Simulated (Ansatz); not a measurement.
# Calculated ¹⁷O NMR of the central transition for Al₅HO₈

Cell: a COD entry (perhaps calculated rather than measured), ions relaxed with PBE at fixed cell.

```cif
data_Al5HO8
_symmetry_space_group_name_H-M 'P6_3mc'
_symmetry_Int_Tables_number 186
_cell_length_a 5.6153
_cell_length_b 5.6153
_cell_length_c 8.8241
_cell_angle_alpha 90.000
_cell_angle_beta 90.000
_cell_angle_gamma 120.000
loop_
_atom_site_label
_atom_site_type_symbol
_atom_site_symmetry_multiplicity
_atom_site_Wyckoff_symbol
_atom_site_fract_x
_atom_site_fract_y
_atom_site_fract_z
Al1 Al 6 c 0.3315 0.1657 0.1421
Al5 Al 2 b 0.3333 0.6667 0.3484
Al7 Al 2 b 0.6667 0.3333 0.4606
H H 2 a 0.0000 0.0000 0.9106
O13 O 6 c 0.1658 0.8342 0.2450
O17 O 6 c 0.0291 0.5145 0.5065
O21 O 2 a 0.0000 0.0000 0.5226
O23 O 2 b 0.6667 0.3333 0.2534
```

One atom of each set is listed.

The numbers come from a DFT calculation in Ansatz (r2SCAN, plane waves and PAW, scalar-relativistic, 500 eV cutoff, Γ-centred 4×4×3 k-points, Fermi–Dirac smearing 0.02 eV).

¹⁷O has I = 5/2 and Q = -25.58 mb (Pyykkö 2018); at 14.1 T its Larmor frequency is ν₀ = 81.4 MHz. Only the quadrupole interaction is simulated: positions count from each site's isotropic chemical shift, and J coupling is left out, as are shift anisotropy and dipolar coupling, which fast spinning averages.

(1) Simulate the second-order pattern (fast magic-angle spinning, Gaussian broadening 0.2 kHz) of site O21 (1 H at 0.99 Å, 3 Al at 1.93 Å).

## Answers

(1) The calculation gives C_Q = -6.57 MHz and η = 0.00, so ν_Q = 0.985 MHz and the centre of gravity lies at -39.0 ppm (-3.18 kHz).

offset (kHz), height and a bar:
```
   -8.261          0 
   -8.018          1 
   -7.775          4 #
   -7.531          4 #
   -7.288          4 #
   -7.045          5 #
   -6.802          5 #
   -6.558          5 #
   -6.315          5 #
   -6.072          5 ##
   -5.829          5 ##
   -5.585          5 ##
   -5.342          6 ##
   -5.099         26 ########
   -4.855         77 #######################
   -4.612         49 ###############
   -4.369         39 ############
   -4.126         35 ##########
   -3.882         33 ##########
   -3.639         32 #########
   -3.396         31 #########
   -3.153         31 #########
   -2.909         31 #########
   -2.666         32 ##########
   -2.423         34 ##########
   -2.179         36 ###########
   -1.936         40 ############
   -1.693         47 ##############
   -1.450         64 ###################
   -1.206        100 ##############################
   -0.963         16 #####
   -0.720          0
```

An axis of threefold or higher order runs through O21, so V_zz lies along it and η is zero.

At this cell the principal stresses reach 5 GPa in size with r2SCAN, which can matter for small gradients. The largest force is 0.4 eV/Å, so the atoms aren't at the calculated equilibrium and relaxing them would move these values.
